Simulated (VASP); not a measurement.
Set up this calculation in VASP 6.6.1, as the native input.

| Quantity | Value |
| --- | --- |
| Task | band structure |
| Functional | r2SCAN |
| Potentials or basis | VASP PAW PBE potentials, release 64 (Sn_d, O) |
| Cutoff | 520 eV |
| k mesh | 8 × 8 × 6 |
| Occupations | gaussian, width 0.03 eV |
| Spin | no spin polarisation |
| Further INCAR settings | ALGO = Normal; EDIFF = 1e-06; NBANDS = 28 |

The structure of SnO lies in POSCAR:

```
SnO                                     
1.0
    3.8353842621      0.0000000000      0.0000000000
    0.0000000000      3.8353842621      0.0000000000
    0.0000000000      0.0000000000      4.7280501015
  Sn              O             
     2     2
Direct
     0.5000000000000000    0.0000000000000000    0.2459635184974900
     0.0000000000000000    0.5000000000000000    0.7540364815025100
     0.0000000000000000    0.0000000000000000    0.0000000000000000
     0.5000000000000000    0.5000000000000000    0.0000000000000000
```

The input as run:

INCAR

```
SYSTEM = SnO
ALGO = Normal
EDIFF = 1E-6
ENCUT = 520
ISIF = 2
ISMEAR = 0
LASPH = .True.
LCHARG = .False.
LMIXTAU = .True.
LREAL = .False.
LWAVE = .False.
METAGGA = R2SCAN
NBANDS = 28
NELM = 80
PREC = Accurate
SIGMA = 0.03
```

KPOINTS

```
k-points
0
Gamma
  8 8 6
  0 0 0
```

KPOINTS_OPT

```
explicit points
141
Reciprocal
 0.0000000000  0.0000000000  0.0000000000 1
 0.0000000000  0.0357142857  0.0000000000 1
 0.0000000000  0.0714285714  0.0000000000 1
 0.0000000000  0.1071428571  0.0000000000 1
 0.0000000000  0.1428571429  0.0000000000 1
 0.0000000000  0.1785714286  0.0000000000 1
[... 133 lines left out ...]
 0.0000000000  0.5000000000  0.0000000000 1
 0.0000000000  0.0000000000  0.5000000000 1
```

Potentials or basis: VASP PAW PBE potentials, release 64 (Sn_d, O).

Run with:

```sh
$ cat potpaw_PBE.64/Sn_d/POTCAR potpaw_PBE.64/O/POTCAR > POTCAR
$ mpirun -np 1 vasp_std > vasp.out
```

Results of the run:

```
Pressure                : -1.6 GPa
Largest force           : 0.490 eV/Å
Band gap on the k mesh  : 0.03 eV, indirect (least direct gap 2.13 eV)
Band gap along the path : 0.03 eV, indirect (least direct gap 2.13 eV)
```

Caveat: the PAW data sets were made with another functional, which shifts forces and pressure a little; spin-orbit coupling is left out, which moves the levels of the heavy elements.

It took 6.8 min on 1 thread of Intel(R) Xeon(R) 6975P-C (Granite Rapids), with other jobs on the host, peak memory 0.3 GiB.
